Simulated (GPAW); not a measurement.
# free-standing square Cr monolayer, spacing 2.867 A: parallel, opposed and spinless runs

A self-consistent run ends on one state, which hangs on the start. Several orders of free-standing square Cr monolayer, spacing 2.867 A are started in GPAW and their energies compared.

Method: PBE; plane waves with GPAW's PAW setups, scalar-relativistic, in GPAW 26.7.0.

### Step 1. Set-up

The cell holds 1 atom: 1 Cr. Cell: a = 2.867 Å, b = 2.867 Å, c = 14.000 Å, α = 90.0°, β = 90.0°, γ = 90.0°. model lattice. Vacuum lies along c.

### Step 2. Order 1, typed as ferro +

The parallel start comes first: it fits the smallest cell, keeps the most symmetry and shows whether parallel moments form.

order1.py

```python
import json
import numpy as np
from ase import Atoms
from ase.parallel import paropen, parprint
from gpaw import GPAW

atoms = Atoms(['Cr'],
    cell=[[2.867, 0.0, 0.0],
         [0.0, 2.867, 0.0],
         [0.0, 0.0, 14.0]],
    scaled_positions=[[0.0, 0.0, 0.5]],
    pbc=True,
    magmoms=[2.5])
atoms.calc = GPAW(mode={'name': 'pw', 'ecut': 550},
    xc='PBE',
    kpts={'size': (10, 10, 1), 'gamma': True},
    occupations={'name': 'fermi-dirac', 'width': 0.05},
    convergence={'density': 1e-06, 'energy': 1e-05},
    maxiter=200,
    mixer={'name': 'pulay', 'beta': 0.05, 'nmaxold': 6, 'weight': 100},
    symmetry={'tolerance': 1e-4},
    txt='order1.txt')
e = atoms.get_potential_energy(force_consistent=True)
res = {'free_energy': e, 'energy_sigma0': atoms.get_potential_energy(), 'fermi_energy': atoms.calc.get_fermi_level()}
res['moments'] = atoms.get_magnetic_moments().tolist()
res['total'] = atoms.get_magnetic_moment()
parprint('site moments (muB):', np.round(res['moments'], 3))
parprint(f"total moment: {res['total']:.3f} muB")
parprint(f'free energy: {e:.6f} eV')
atoms.calc.write('order1.gpw')
with paropen('results.json', 'w') as f:
    json.dump(res, f)
```

Command:

```bash
OMP_NUM_THREADS=1 python3 order1.py > order1.log
```

Log:

```text
site moments (muB): [3.866]
total moment: 4.961 muB
free energy: -6.678535 eV

--- order1.txt ---
Input parameters:
  mode=PW(ecut=550),
  convergence={'density': 1e-06, 'energy': 1e-05},
  kpts=MonkhorstPack(size=(10, 10, 1), gamma=True),
  maxiter=200,
  mixer=Pulay(name='pulay', nmaxold=6, beta=0.05, weight=100, sigma=0.015, g_ss=None),
  occupations=Occupations(name='fermi-dirac', width=0.05),
  symmetry=Symmetry(tolerance=0.0001),
  xc=XC(name='PBE')

Diagonalizing LCAO Hamiltonian
Converting LCAO to pw mode
   .------.
  /|      |
 * |      |
 | |      |
 | |      |
 | |      |
 | |      |
 | |      |
 | |      |
 | |      |
 Cr|      |
 | |      |
 | |      |
 | |      |
 | |      |
 | |      |
 | |      |
 | .------.
 |/      /
 *------*

Atoms  # Å, Bohr magnetons
|   | symbol |        x |        y |        z |    initial magnetic moments |
|---|--------|----------|----------|----------|-----------------------------|
| 0 |     Cr | 0.000000 | 0.000000 | 7.000000 | ( 0.0000,  0.0000,  2.5000) |

Unit cell  # Å
| periodic |        x |        y |         z |   lengths |    angles |
|----------|----------|----------|-----------|-----------|-----------|
|      yes | 2.867000 | 0.000000 |  0.000000 |  2.867000 | 90.000000 |
|      yes | 0.000000 | 2.867000 |  0.000000 |  2.867000 | 90.000000 |
|      yes | 0.000000 | 0.000000 | 14.000000 | 14.000000 | 90.000000 |

Number of symmetries: 16

BZ-sampling:
  Number of BZ points: 100
  Number of IBZ points: 21

  Monkhorst-Pack size: [10, 10, 1]
  Monkhorst-Pack shift: [0.05, 0.05, 0.0]

K-points  # in reciprocal-cell coordinates
|     |                                coordinates |     weight |
|-----|--------------------------------------------|------------|
|   0 | (  0.00000000,   0.00000000,   0.00000000) | 0.01000000 |
|   1 | (  0.10000000,   0.00000000,   0.00000000) | 0.04000000 |
|   2 | (  0.10000000,   0.10000000,   0.00000000) | 0.04000000 |
|   3 | (  0.20000000,   0.00000000,   0.00000000) | 0.04000000 |
|   4 | (  0.20000000,   0.10000000,   0.00000000) | 0.08000000 |
|   5 | (  0.20000000,   0.20000000,   0.00000000) | 0.04000000 |
|   6 | (  0.30000000,   0.00000000,   0.00000000) | 0.04000000 |
|   7 | (  0.30000000,   0.10000000,   0.00000000) | 0.08000000 |
|   8 | (  0.30000000,   0.20000000,   0.00000000) | 0.08000000 |
|   9 | (  0.30000000,   0.30000000,   0.00000000) | 0.04000000 |
| ... |                                            |            |
|  20 | (  0.50000000,   0.50000000,   0.00000000) | 0.01000000 |

Plane wave coefficients: 3397
Cutoff: 550.0 eV

Spin-components: 2 (collinear spins)
Bands:           9
Projectors:      6
Spin-degeneracy: 1
Datatype:        complex128

Parallelization:
  kpt:    1
  domain: 1
  band:   1

Density:
  Valence electrons: 6.0
  Components: 2
  Grid points: [16 16 80]
  Charge: 0.0  # |e|

Potential:
  Grid points: [16 16 80]

species:
  Cr:
    name:    Chromium
    Z:       24.0
    valence: 6
    core:    18
    charge:  0.0  # [|e|]
    compensation charges:
      type: gauss
      rc: 0.35  # [Å]
      lmax: 2
    cutoffs:
      filter: 2.14  # [Å]
      core: 3.04  # [Å]
    projectors
    | kind |    occ | energy [eV] | rcut [Å] |
    |------|--------|-------------|----------|
    |   4s |  1.000 |      -4.007 |    1.164 |
    |   4p |  0.000 |      -0.989 |    1.217 |
    |   3d |  5.000 |      -2.913 |    1.111 |
    |    s |        |      23.205 |    1.164 |
    |    p |        |      26.223 |    1.217 |
    |    d |        |      24.299 |    1.111 |

    Using partial waves for Cr as LCAO basis

Reference energy: -28582.377450  # eV

eigensolver:
  PPCG
  Converge bands: occupied
  niter=2

density mixing:
  Pulay-Mixer
  Linear mixing parameters: 0.05
  Old densities: 6
  Fourier metric: weight=100, sigma=0.015

occupation numbers:
  Fermi-Dirac:
    width: 0.0500  # eV

poisson solver:
  ecut: 4400.0  # eV

xc functional:
  name: PBE with 2 nearest neighbor stencil

convergence criteria:
- Maximum integral of absolute [dens]ity change: 1e-06 electrons / valence electron
- Maximum [total energy] change in last 3 cyles: 1e-05 eV / valence electron
- Maximum integral of absolute [eigenst]ate change: 4e-08 eV^2 / valence electron
maximum number of iterations: 200

SCF iterations
|iter     |      energy | eigst |  dens |  magmom |
|---------|-------------|-------|-------|---------|
|iter:   1|       0s |   -6.590220 | +0.21 |       |  +2.4961|
|iter:   2|       1s |   -6.335401 | -1.57 | -0.25 |  +2.5793|
|iter:   3|       2s |   -6.124235 | -0.58 | -0.30 |  +2.9728|
|iter:   4|       3s |   -6.549530 | -0.53 | -0.59 |  +2.9789|
|iter:   5|       4s |   -6.537418 | -1.81 | -0.34 |  +3.3052|
|iter:   6|       5s |   -6.660820 | -0.73 | -0.45 |  +4.2609|
|iter:   7|       6s |   -6.639100 | -2.69 | -1.02 |  +4.2217|
|iter:   8|       7s |   -6.650027 | -1.86 | -1.03 |  +4.5820|
|iter:   9|       8s |   -6.652499 | -3.29 | -1.50 |  +4.6258|
|iter:  10|       8s |   -6.647161 | -3.56 | -1.53 |  +4.5316|
[... 53 iterations left out ...]
|iter:  64|      46s |   -6.672912c| -9.30c| -5.83 |  +4.9612|
|iter:  65|      46s |   -6.672912c| -9.45c| -5.81 |  +4.9612|
|iter:  66|      47s |   -6.672912c| -9.55c| -5.79 |  +4.9612|
|iter:  67|      48s |   -6.672912c| -9.64c| -5.81 |  +4.9612|
|iter:  68|      48s |   -6.672912c| -9.81c| -5.84 |  +4.9612|
|iter:  69|      49s |   -6.672912c| -9.87c| -5.85 |  +4.9612|
|iter:  70|      49s |   -6.672912c|-10.10c| -5.84 |  +4.9612|
|iter:  71|      50s |   -6.672912c|-10.10c| -5.87 |  +4.9612|
|iter:  72|      50s |   -6.672912c|-10.26c| -5.80 |  +4.9612|
|iter:  73|      51s |   -6.672912c|-10.12c| -6.03c|  +4.9612|

Converged in 73 steps
Energy contributions relative to reference atoms: (reference = -28582.377450)

Energy contributions:
  Kinetic:           3.367171
  Coulomb:          -4.314342
  Zero:              0.007822
  External:          0.000000
  Xc:               -5.727939
  Entropy:          -0.011247
  Spinorbit:         0.000000
  ----------------------------
  Free energy:      -6.678535
  Extrapolated:     -6.672912

dipole moment: (-6.786934, -6.786934, 0.000076)  # |e|*Ang

Total magnetic moment: (0.000000, 0.000000, 4.961203)

Local magnetic moments
|        x |        y |        z |
|----------|----------|----------|
| 0.000000 | 0.000000 | 3.865585 |  # Cr   0

Fermi level: -2.224
Eigenvalues  # (at kpt = [0.000, 0.000, 0.000])
| band index |      eig [eV] | occ [0-1] |      eig [eV] | occ [0-1] |
|------------|---------------|-----------|---------------|-----------|
|          0 |        -6.964 |     1.000 |        -5.146 |     1.000 |
|          1 |        -4.517 |     1.000 |        -1.214 |     0.000 |
|          2 |        -3.575 |     1.000 |        -0.797 |     0.000 |
|          3 |        -2.473 |     0.993 |        -0.415 |     0.000 |
|          4 |        -2.473 |     0.993 |         1.442 |     0.000 |
|          5 |        -2.154 |     0.199 |         1.442 |     0.000 |
|          6 |        -2.132 |     0.137 |         1.690 |     0.000 |
|          7 |         1.222 |     0.000 |         1.779 |     0.000 |
|          8 |         2.248 |     0.000 |         2.732 |     0.000 |

No gap
No difference between direct/indirect transitions
```

Elapsed: 54 s, on 1 MPI rank of Intel Xeon Platinum 8559C (Emerald Rapids), shared host; peak memory 0.2 GiB.

This step gave:

```
magnetization  : 4.961 μB
final state    : ferromagnetic
largest moment : 3.866 μB
```

After 73 cycles the largest moment stands at 3.87 μB.

### Step 3. Run 2 (antiferro q=(0,1/2,0) +-)

Another pattern of signs weighs the neighbour shells otherwise.

The cell is doubled to 2 atoms to hold this order. Its mesh is chosen so that both cells sample the same points.

order2.py is the script of step 2 with these lines changed:

```diff
@@ -6,12 +6,13 @@
 
-atoms = Atoms(['Cr'],
+atoms = Atoms(['Cr', 'Cr'],
     cell=[[2.867, 0.0, 0.0],
-         [0.0, 2.867, 0.0],
+         [0.0, 5.734, 0.0],
          [0.0, 0.0, 14.0]],
-    scaled_positions=[[0.0, 0.0, 0.5]],
+    scaled_positions=[[0.0, 0.0, 0.5],
+         [0.0, 0.5, 0.5]],
     pbc=True,
-    magmoms=[2.5])
+    magmoms=[2.5, -2.5])
 atoms.calc = GPAW(mode={'name': 'pw', 'ecut': 550},
     xc='PBE',
-    kpts={'size': (10, 10, 1), 'gamma': True},
+    kpts={'size': (10, 5, 1), 'gamma': True},
     occupations={'name': 'fermi-dirac', 'width': 0.05},
@@ -21,3 +22,3 @@
     symmetry={'tolerance': 1e-4},
-    txt='order1.txt')
+    txt='order2.txt')
 e = atoms.get_potential_energy(force_consistent=True)
@@ -29,3 +30,3 @@
 parprint(f'free energy: {e:.6f} eV')
-atoms.calc.write('order1.gpw')
+atoms.calc.write('order2.gpw')
 with paropen('results.json', 'w') as f:
```

Command:

```bash
OMP_NUM_THREADS=1 python3 order2.py > order2.log
```

Log:

```text
site moments (muB): [ 3.773 -3.773]
total moment: 0.000 muB
free energy: -14.024784 eV

--- order2.txt ---
Input parameters:
  mode=PW(ecut=550),
  convergence={'density': 1e-06, 'energy': 1e-05},
  kpts=MonkhorstPack(size=(10, 5, 1), gamma=True),
  maxiter=200,
  mixer=Pulay(name='pulay', nmaxold=6, beta=0.05, weight=100, sigma=0.015, g_ss=None),
  occupations=Occupations(name='fermi-dirac', width=0.05),
  symmetry=Symmetry(tolerance=0.0001),
  xc=XC(name='PBE')

Diagonalizing LCAO Hamiltonian
Converting LCAO to pw mode
     .------.
    /|      |
   / |      |
  /  |      |
 *   |      |
 |   |      |
 |   |      |
 |   |      |
 |   |      |
 |   |      |
 | Cr|      |
 |   |      |
 Cr  |      |
 |   |      |
 |   |      |
 |   |      |
 |   |      |
 |   .------.
 |  /      /
 | /      /
 |/      /
 *------*

Atoms  # Å, Bohr magnetons
|   | symbol |        x |        y |        z |    initial magnetic moments |
|---|--------|----------|----------|----------|-----------------------------|
| 0 |     Cr | 0.000000 | 0.000000 | 7.000000 | ( 0.0000,  0.0000,  2.5000) |
| 1 |     Cr | 0.000000 | 2.867000 | 7.000000 | ( 0.0000,  0.0000, -2.5000) |

Unit cell  # Å
| periodic |        x |        y |         z |   lengths |    angles |
|----------|----------|----------|-----------|-----------|-----------|
|      yes | 2.867000 | 0.000000 |  0.000000 |  2.867000 | 90.000000 |
|      yes | 0.000000 | 5.734000 |  0.000000 |  5.734000 | 90.000000 |
|      yes | 0.000000 | 0.000000 | 14.000000 | 14.000000 | 90.000000 |

Number of symmetries: 8

BZ-sampling:
  Number of BZ points: 50
  Number of IBZ points: 18

  Monkhorst-Pack size: [10, 5, 1]
  Monkhorst-Pack shift: [0.05, 0.0, 0.0]

Plane wave coefficients: 6780
Cutoff: 550.0 eV

Spin-components: 2 (collinear spins)
Bands:           12
Projectors:      12
Spin-degeneracy: 1
Datatype:        complex128

Parallelization:
  kpt:    1
  domain: 1
  band:   1

Density:
  Valence electrons: 12.0
  Components: 2
  Grid points: [16 32 80]
  Charge: 0.0  # |e|

Potential:
  Grid points: [16 32 80]

[... setups left out ...]
Reference energy: -57164.754899  # eV

eigensolver:
  PPCG
  Converge bands: occupied
  niter=2

density mixing:
  Pulay-Mixer
  Linear mixing parameters: 0.05
  Old densities: 6
  Fourier metric: weight=100, sigma=0.015

occupation numbers:
  Fermi-Dirac:
    width: 0.0500  # eV

poisson solver:
  ecut: 4400.0  # eV

xc functional:
  name: PBE with 2 nearest neighbor stencil

convergence criteria:
- Maximum integral of absolute [dens]ity change: 1e-06 electrons / valence electron
- Maximum [total energy] change in last 3 cyles: 1e-05 eV / valence electron
- Maximum integral of absolute [eigenst]ate change: 4e-08 eV^2 / valence electron
maximum number of iterations: 200

SCF iterations
|iter     |      energy | eigst |  dens |  magmom |
|---------|-------------|-------|-------|---------|
|iter:   1|       0s |  -13.685343 | +0.25 |       |  +0.0000|
|iter:   2|       2s |  -13.258340 | -1.30 | -0.25 |  +0.0000|
|iter:   3|       4s |  -12.921550 | -0.19 | -0.30 |  -0.0000|
|iter:   4|       6s |  -12.925879 | -1.10 | -0.57 |  +0.0000|
|iter:   5|       8s |  -14.006511 | -1.01 | -0.55 |  -0.0000|
|iter:   6|       9s |  -13.957286 | -1.92 | -0.72 |  -0.0000|
|iter:   7|      11s |  -13.927366 | -1.31 | -0.82 |  +0.0000|
|iter:   8|      13s |  -14.016247 | -1.57 | -1.09 |  -0.0000|
|iter:   9|      15s |  -14.008402 | -2.58 | -1.55 |  -0.0000|
|iter:  10|      17s |  -14.009154 | -3.45 | -1.69 |  -0.0000|
[... 35 iterations left out ...]
|iter:  46|      62s |  -14.015413c| -9.67c| -5.51 |  -0.0000|
|iter:  47|      63s |  -14.015413c| -9.95c| -5.45 |  -0.0000|
|iter:  48|      64s |  -14.015413c| -9.88c| -5.41 |  -0.0000|
|iter:  49|      65s |  -14.015413c|-10.19c| -5.45 |  -0.0000|
|iter:  50|      66s |  -14.015413c|-10.15c| -5.42 |  -0.0000|
|iter:  51|      67s |  -14.015413c|-10.14c| -5.48 |  -0.0000|
|iter:  52|      68s |  -14.015413c| -9.64c| -5.54 |  +0.0000|
|iter:  53|      69s |  -14.015413c| -9.69c| -5.88 |  +0.0000|
|iter:  54|      70s |  -14.015413c|-10.74c| -5.89 |  +0.0000|
|iter:  55|      71s |  -14.015413c|-10.86c| -6.00c|  +0.0000|

Converged in 55 steps
Energy contributions relative to reference atoms: (reference = -57164.754899)

Energy contributions:
  Kinetic:          -1.904707
  Coulomb:          -1.652814
  Zero:              0.033912
  External:          0.000000
  Xc:              -10.482433
  Entropy:          -0.018742
  Spinorbit:         0.000000
  ----------------------------
  Free energy:     -14.024784
  Extrapolated:    -14.015413

dipole moment: (-13.603295, -13.603264, 0.000152)  # |e|*Ang

Total magnetic moment: (0.000000, 0.000000, 0.000000)

Local magnetic moments
|        x |        y |         z |
|----------|----------|-----------|
| 0.000000 | 0.000000 |  3.773088 |  # Cr   0
| 0.000000 | 0.000000 | -3.773088 |  # Cr   1

Fermi level: -2.393
Eigenvalues  # (at kpt = [0.000, 0.000, 0.000])
| band index |      eig [eV] | occ [0-1] |      eig [eV] | occ [0-1] |
|------------|---------------|-----------|---------------|-----------|
|          0 |        -6.213 |     1.000 |        -6.213 |     1.000 |
|          1 |        -4.388 |     1.000 |        -4.388 |     1.000 |
|          2 |        -3.442 |     1.000 |        -3.442 |     1.000 |
|          3 |        -3.343 |     1.000 |        -3.343 |     1.000 |
|          4 |        -2.519 |     0.925 |        -2.519 |     0.925 |
|          5 |        -2.491 |     0.876 |        -2.491 |     0.876 |
|          6 |        -1.591 |     0.000 |        -1.591 |     0.000 |
|          7 |        -1.419 |     0.000 |        -1.419 |     0.000 |
|          8 |         0.004 |     0.000 |         0.004 |     0.000 |
|          9 |         0.377 |     0.000 |         0.377 |     0.000 |
|         10 |         1.116 |     0.000 |         1.116 |     0.000 |
|         11 |         1.391 |     0.000 |         1.391 |     0.000 |

No gap
No difference between direct/indirect transitions
```

Elapsed: 76 s, on 1 MPI rank; peak memory 0.28 GiB.

Read from the output:

```yaml
magnetization: 0 μB
final_state: antiferromagnetic
largest_moment: 3.773 μB
```

It lies 334 meV a seeded atom under the first start, and its largest moment is 3.77 μB against 3.87 μB.

### Step 4. Run 3 (antiferro q=(1/2,1/2,0) +-)

Reversing part of the moments tests the sign of the couplings between them.

This order needs a doubled cell of 2 atoms. Its mesh is chosen so that both cells sample the same points.

order3.py is the script of step 3 with these lines changed:

```diff
@@ -7,7 +7,7 @@
 atoms = Atoms(['Cr', 'Cr'],
-    cell=[[2.867, 0.0, 0.0],
-         [0.0, 5.734, 0.0],
+    cell=[[5.734, 0.0, 0.0],
+         [2.867, 2.867, 0.0],
          [0.0, 0.0, 14.0]],
     scaled_positions=[[0.0, 0.0, 0.5],
-         [0.0, 0.5, 0.5]],
+         [0.5, 0.0, 0.5]],
     pbc=True,
@@ -16,3 +16,3 @@
     xc='PBE',
-    kpts={'size': (10, 5, 1), 'gamma': True},
+    kpts={'size': (5, 10, 1), 'gamma': True},
     occupations={'name': 'fermi-dirac', 'width': 0.05},
@@ -22,3 +22,3 @@
     symmetry={'tolerance': 1e-4},
-    txt='order2.txt')
+    txt='order3.txt')
 e = atoms.get_potential_energy(force_consistent=True)
@@ -30,3 +30,3 @@
 parprint(f'free energy: {e:.6f} eV')
-atoms.calc.write('order2.gpw')
+atoms.calc.write('order3.gpw')
 with paropen('results.json', 'w') as f:
```

Command:

```bash
OMP_NUM_THREADS=1 python3 order3.py > order3.log
```

Log:

```text
UserWarning: Initial realspace grid (32,24,80) inconsistent with symmetries.
UserWarning: Using symmetrized grid: (32,32,80).

site moments (muB): [ 3.655 -3.655]
total moment: -0.000 muB
free energy: -14.246859 eV

--- order3.txt ---
Input parameters:
  mode=PW(ecut=550),
  convergence={'density': 1e-06, 'energy': 1e-05},
  kpts=MonkhorstPack(size=(5, 10, 1), gamma=True),
  maxiter=200,
[...]
|          9 |         0.772 |     0.000 |         0.772 |     0.000 |
|         10 |         0.772 |     0.000 |         0.772 |     0.000 |
|         11 |         1.152 |     0.000 |         1.152 |     0.000 |

Gap: 0.079 eV
Transition (v -> c):
  (s=1, k=5, n=5, [0.00, 0.50, 0.00]) -> (s=0, k=17, n=6, [0.40, 0.50, 0.00])
Direct/indirect transitions are different
Direct gap: 0.451 eV
Transition at: (s=1->0, k=17, n=5, [0.40, 0.50, 0.00])


[key lines of the parts left out:]
Free energy:     -14.246859
Converged in 34 steps
dipole moment: (-27.197265, -13.598648, 0.000152)  # |e|*Ang
Fermi level: -2.552
```

Wall time 87 s (1 MPI rank); peak memory 0.36 GiB.

Spin moment in the augmentation sphere by atom:

| atom | spin moment in the augmentation sphere (μB) |
| --- | --- |
| Cr1 | 3.65 |
| Cr2 | -3.65 |

Numbers from this step:

- magnetization: 0 μB
- final state: antiferromagnetic

It lies 445 meV a seeded atom under the first start, and its largest moment is 3.65 μB against 3.87 μB.

### Step 5. Order 4, typed as no spin polarisation

A run without seeds gives the energy of the state without moments.

nospin.py

```python
import json
import numpy as np
from ase import Atoms
from ase.parallel import paropen, parprint
from gpaw import GPAW

atoms = Atoms(['Cr'],
    cell=[[2.867, 0.0, 0.0],
         [0.0, 2.867, 0.0],
         [0.0, 0.0, 14.0]],
    scaled_positions=[[0.0, 0.0, 0.5]],
    pbc=True)
atoms.calc = GPAW(mode={'name': 'pw', 'ecut': 550},
    xc='PBE',
    kpts={'size': (10, 10, 1), 'gamma': True},
    occupations={'name': 'fermi-dirac', 'width': 0.05},
    convergence={'density': 1e-06, 'energy': 1e-05},
    maxiter=200,
    mixer={'name': 'pulay', 'beta': 0.05, 'nmaxold': 6, 'weight': 100},
    symmetry={'tolerance': 1e-4},
    txt='nospin.txt')
e = atoms.get_potential_energy(force_consistent=True)
res = {'free_energy': e, 'energy_sigma0': atoms.get_potential_energy(), 'fermi_energy': atoms.calc.get_fermi_level()}
parprint(f'free energy: {e:.6f} eV')
atoms.calc.write('nospin.gpw')
with paropen('results.json', 'w') as f:
    json.dump(res, f)
```

Command:

```bash
OMP_NUM_THREADS=1 python3 nospin.py > nospin.log
```

Log:

```text
free energy: -5.066159 eV

--- nospin.txt ---
Input parameters:
  mode=PW(ecut=550),
  convergence={'density': 1e-06, 'energy': 1e-05},
  kpts=MonkhorstPack(size=(10, 10, 1), gamma=True),
  maxiter=200,
  mixer=Pulay(name='pulay', nmaxold=6, beta=0.05, weight=100, sigma=0.015, g_ss=None),
  occupations=Occupations(name='fermi-dirac', width=0.05),
  symmetry=Symmetry(tolerance=0.0001),
  xc=XC(name='PBE')

[...]
| band index |      eig [eV] | occ [0-2] |
|------------|---------------|-----------|
|          0 |        -6.242 |     2.000 |
|          1 |        -3.842 |     2.000 |
|          2 |        -3.166 |     2.000 |
|          3 |        -2.052 |     0.000 |
|          4 |        -2.052 |     0.000 |
|          5 |        -1.729 |     0.000 |
|          6 |        -1.474 |     0.000 |
|          7 |         1.313 |     0.000 |

No gap
No difference between direct/indirect transitions


[key lines of the parts left out:]
Free energy:      -5.066159
Converged in 32 steps
dipole moment: (-6.930502, -6.930502, 0.000076)  # |e|*Ang
Fermi level: -2.735
```

It took 12 s on 1 MPI rank; peak memory 0.17 GiB.

This step gave:

- final state: non-magnetic (no spin polarisation)

It lies 1612 meV a seeded atom over the first start.

(Continued in part 2 of 2.)

[Logs and program files are shortened in this print: banners, set-up blocks, solver, clock and traceback lines can be left out without a mark of their own.]

[Logs are printed without paths, hosts, clocks, repeated set-up lines and the standing remarks that a program may print on its own settings, such as how far it seeks lower states.]

[Hosts, paths, dates, database ids (printed as entryN), source tags and the programs' standing remarks are cut or masked in the printed files.]

[Where a cell is said to come from a database of computed structures, the database is the Materials Project.]
